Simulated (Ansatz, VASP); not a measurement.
**SiNi2 in VASP and in Ansatz**

INCAR

```
SYSTEM = SiNi2
PREC = Accurate
ENCUT = 600
EDIFF = 1E-6
ISMEAR = 0
SIGMA = 0.1
LREAL = .FALSE.
LASPH = .TRUE.
NELM = 100
ALGO = Normal
ISIF = 3
LWAVE = .FALSE.
LCHARG = .FALSE.
GGA = PE
IBRION = 2
NSW = 100
EDIFFG = -0.005
```

File KPOINTS:

```
regular mesh
0
G
  12 12 8
  0 0 0
```

POSCAR

```
SiNi2
1.0
    3.9107500747      0.0000000000      0.0000000000
   -1.9553750374      3.3868089126      0.0000000000
    0.0000000000      0.0000000000      4.9920721308
Si Ni
2 4
Direct
    0.3333333333      0.6666666667      0.7500000000
    0.6666666667      0.3333333333      0.2500000000
    0.0000000000      0.0000000000      0.0000000000
    0.0000000000      0.0000000000      0.5000000000
    0.3333333333      0.6666666667      0.2500000000
    0.6666666667      0.3333333333      0.7500000000
```

Input for Ansatz:

```yaml
crystal:
  lattice:
    - [3.9107499855, 0.0, 0.0]
    - [-1.9553749927, 3.3868088353, 0.0]
    - [0.0, 0.0, 4.9920721288]
  atoms:
    - { symbol: Si, position: [0.3333333333, 0.6666666667, 0.75] }
    - { symbol: Si, position: [0.6666666667, 0.3333333333, 0.25] }
    - { symbol: Ni, position: [0.0, 0.0, 0.0] }
    - { symbol: Ni, position: [0.0, 0.0, 0.5] }
    - { symbol: Ni, position: [0.3333333333, 0.6666666667, 0.25] }
    - { symbol: Ni, position: [0.6666666667, 0.3333333333, 0.75] }
basis:
  ecutwfc: 420
kpoints:
  mp_grid: { grid: [12, 12, 8] }
hamiltonian:
  xc: pbe
scf:
  occupations: { method: gaussian, width: 0.1 }
output:
  forces: true
  stress: true
  eigenvalues: true
relax:
  adjacent_minimum: "off"
  f_tol: 0.005
  max_steps: 80
  cell: { stress_tol: 0.05 }
```

Alike in both runs: task relaxation of cell and atoms; functional PBE; k mesh 12 × 12 × 8; occupations gaussian, width 0.1 eV; no spin polarisation.

|  | VASP | Ansatz |
| --- | --- | --- |
| version | VASP 6.6.1 | Ansatz 0.2.0 |
| potentials or method | VASP PAW PBE potentials, release 64 (Si, Ni) | scalar-relativistic, plane waves, PAW |
| plane-wave cutoff (eV) | 600 | 420 |
| valence electrons in the cell | 48 | 80 |

```tsv
	VASP	Ansatz	Ansatz less VASP
gap on the k mesh at the Fermi level, each at its own relaxed structure (eV)	none	none	-
relaxed volume (Å³/atom)	11.04	11.03	-0.010
relaxed cell length with the largest relative difference (Å)	3.914	3.912	-0.0019
```

A gap of «none» marks a metal or a gap that the smearing closes. The two sets of potentials don't hold the same shells in valence.

Spin polarisation is off, so any magnetic state and its effect on volume and gap are missing.
